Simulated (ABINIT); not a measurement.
Wanted: the native input for an ABINIT 10.8.3 (patched build) run.

- Task: band structure
- Functional: PBEsol
- Potentials or basis: PseudoDojo NC SR PBEsol v0.4.1 standard
- Cutoff: 1143 eV
- k mesh: 12 × 12 × 12
- Occupations: fermi-dirac, width 0.05 eV
- Spin: no spin polarisation

Crystal: Zn.

```
CELL_PARAMETERS angstrom
-1.56904 1.56904 1.56904
1.56904 -1.56904 1.56904
1.56904 1.56904 -1.56904
ATOMIC_POSITIONS crystal
Zn 0.00000 0.00000 0.00000
```

This isn't the form of Zn at room conditions, which is hcp.

The input as run:

run.abi

```
# Datasets: ground state, then fixed potential
ndtset 2

# Pseudopotentials
pp_dirpath "./"
pseudos "Zn.upf"

# Structure
acell 5.1356176097 5.1356176097 5.1356176097
rprim
    -0.5773502692     0.5773502692     0.5773502692
     0.5773502692    -0.5773502692     0.5773502692
     0.5773502692     0.5773502692    -0.5773502692
ntypat 1
znucl 30
natom 1
typat 1
xred
     0.0000000000     0.0000000000     0.0000000000

# Plane-wave basis
ecut 42.0

# Exchange and correlation
ixc -116133

# Bands and occupations
occopt 3
tsmear 0.00183747

# SCF cycle
nstep 100

# Output
iomode 3
prtwf 0
prteig 0
prtebands 0
enunit 1
prtden1 1
prtvha1 1
prtvclmb1 1
prtpot1 1
prtelf1 1

# Dataset 1
kptopt1 1
ngkpt1 12 12 12
nshiftk1 1
shiftk1 0.0 0.0 0.0
nband1 14
tolvrs1 1.0e-10

# Dataset 2: bands along G-H-N-G-P-H
iscf2 -2
getden2 1
nband2 20
nbdbuf2 4
tolwfr2 1.0e-11
kptopt2 -5
ndivsm2 8
prteig2 1
prtvol2 -3
kptbounds2
     0.0000000000     0.0000000000     0.0000000000
     0.5000000000    -0.5000000000     0.5000000000
     0.0000000000     0.0000000000     0.5000000000
     0.0000000000     0.0000000000     0.0000000000
     0.2500000000     0.2500000000     0.2500000000
     0.5000000000    -0.5000000000     0.5000000000
```

Potentials or basis: PseudoDojo NC SR PBEsol v0.4.1 standard.

The run is started by

```console
$ abinit run.abi > log 2>&1
```

It gave:

The pressure is -5.3 GPa. The band gap on the k mesh is none (metal or under the smearing width) and the valence electrons inside the program's atomic spheres are Zn 18.09 (radii [1.0584] Å).

Run time: 40 s on 1 thread of Arm Neoverse V2, on a shared host, peak memory 0.1 GiB.
